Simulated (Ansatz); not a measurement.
**Eigenvalues along a path: Li₂O**

```yaml
crystal:
  lattice:
    - [0.00000, 1.90644, 1.90644]
    - [1.90644, 0.00000, 1.90644]
    - [1.90644, 1.90644, 0.00000]
  atoms:
    - { symbol: Li, position: [0.75000, 0.75000, 0.75000] }
    - { symbol: Li, position: [0.25000, 0.25000, 0.25000] }
    - { symbol: O, position: [0.00000, 0.00000, 0.00000] }
```

The base volume is that of a database entry, with shape and atoms relaxed on PAW files at held volume, so it needn't be at zero pressure; the structure needn't be the stable phase, at rest or compressed.

Level of theory: DFT with PBE, scalar-relativistic, in Ansatz 0.2.0; a Γ-centred 10×10×10 k mesh, Fermi–Dirac smearing of 0.03 eV, no spin polarisation. LAPW: all electrons, basis error target 1 meV/atom.

This run: volume at 0.55 of the series' base cell.

Path points, in fractions of the reciprocal vectors: Γ (0.000, 0.000, 0.000), X (0.500, 0.000, 0.500), U (0.625, 0.250, 0.625), K (0.375, 0.375, 0.750), L (0.500, 0.500, 0.500), W (0.500, 0.250, 0.750). The distance column jumps between branches of the path. Levels in eV from the valence-band top; bands 4 to 8, counted from the lowest band of the run. The gap is 5.94 eV, the pressure 141.5 GPa.

```
# k(1/Å) point b4 b5 b6 b7 b8
0.000 Γ -16.09 0.00 0.00 0.00 10.78
0.275 - -16.11 -0.23 -0.23 -0.21 10.87
0.549 - -16.17 -0.81 -0.81 -0.70 10.59
0.824 - -16.26 -1.53 -1.53 -1.21 9.32
1.099 - -16.37 -2.17 -2.17 -1.57 7.65
1.373 - -16.47 -2.60 -2.60 -1.75 6.39
1.648 X -16.50 -2.76 -2.76 -1.80 5.94
1.745 - -16.50 -2.80 -2.74 -1.80 6.03
1.842 - -16.49 -2.93 -2.69 -1.82 6.31
1.939 - -16.48 -3.12 -2.61 -1.85 6.75
2.036 - -16.46 -3.33 -2.49 -1.89 7.29
2.133 - -16.45 -3.53 -2.35 -1.92 7.91
2.230 U -16.43 -3.71 -2.19 -1.96 8.55
3.240 K -16.43 -3.71 -2.19 -1.96 8.55
3.531 - -16.36 -3.95 -2.00 -1.59 10.29
3.822 - -16.30 -3.60 -1.85 -0.97 11.29
4.114 - -16.23 -2.72 -1.44 -0.46 11.48
4.405 - -16.17 -1.55 -0.84 -0.16 11.24
4.696 - -16.11 -0.46 -0.25 -0.03 10.93
4.987 Γ -16.09 0.00 0.00 0.00 10.78
5.225 - -16.11 -0.37 -0.07 -0.07 10.89
5.463 - -16.14 -1.29 -0.25 -0.25 11.21
5.701 - -16.19 -2.43 -0.48 -0.48 11.77
5.939 - -16.23 -3.45 -0.70 -0.70 12.52
6.177 - -16.25 -4.14 -0.84 -0.84 13.27
6.415 L -16.26 -4.39 -0.89 -0.89 13.63
6.609 - -16.27 -4.35 -1.00 -0.98 12.81
6.803 - -16.30 -4.25 -1.28 -1.23 11.70
6.997 - -16.34 -4.10 -1.62 -1.56 10.76
7.191 - -16.38 -3.93 -1.94 -1.88 10.06
7.386 - -16.41 -3.79 -2.15 -2.13 9.62
7.580 W -16.42 -3.74 -2.23 -2.23 9.47
7.717 - -16.43 -3.68 -2.35 -2.11 9.14
7.854 - -16.44 -3.52 -2.48 -2.00 8.36
7.992 - -16.46 -3.28 -2.59 -1.91 7.46
8.129 - -16.48 -3.03 -2.68 -1.85 6.67
8.266 - -16.50 -2.83 -2.74 -1.81 6.13
8.404 X -16.50 -2.76 -2.76 -1.80 5.94
```
